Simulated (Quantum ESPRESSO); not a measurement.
C:

```
CELL_PARAMETERS angstrom
0.00000 1.78337 1.78337
1.78337 0.00000 1.78337
1.78337 1.78337 0.00000
ATOMIC_POSITIONS crystal
C 0.75000 0.75000 0.75000
C 0.50000 0.50000 0.50000
```

This isn't the form of C at room conditions, which is graphite.

```yaml
Program: Quantum ESPRESSO 7.5
Task: phonons
Functional: RPBE
Potentials_or_basis: PseudoDojo 0.4.1 SR PBE standard
Cutoff: 1116 eV
Density_cutoff: 4463 eV
k_mesh: 13 × 13 × 13
Occupations: methfessel-paxton, width 0.2 eV
Spin: no spin polarisation
Mixing_beta: 0.5
Most_SCF_iterations: 120
SCF_threshold: 4e-10 Ry
```

The first run showed a gap, so the response started from a second, tighter run with fixed occupations.

**Question.** Where do the zone-centre optical modes lie?

**Answer.** T2g at 1297 cm⁻¹ (Raman).

Optical modes at Γ, degenerate ones joined, polar ones without the macroscopic field:
| cm⁻¹ | components | symmetry | active in | IR intensity, summed ((D/Å)²/amu) |
| --- | --- | --- | --- | --- |
| 1297 | 3 | T2g | Raman | 0.00 |

Born effective charge tensors (e):
atom 1, C
```
0.00 0.00 0.00
0.00 0.00 0.00
0.00 0.00 0.00
```
atom 2, C
```
0.00 0.00 0.00
0.00 0.00 0.00
0.00 0.00 0.00
```

Electronic dielectric tensor:
```
5.74 0.00 0.00
0.00 5.74 0.00
0.00 0.00 5.74
```

Static dielectric tensor, electrons and zone-centre modes:
```
5.74 0.00 0.00
0.00 5.74 0.00
0.00 0.00 5.74
```

Caveat: the cell is more than 3 GPa from zero pressure, which shifts response properties; this smearing can shift energies of a crystal with a gap; on a mesh that holds Γ this program's dielectric tensor can be off by some percent beyond the error of the mesh; an odd mesh through Γ misses points on the zone boundary, where band edges often lie.
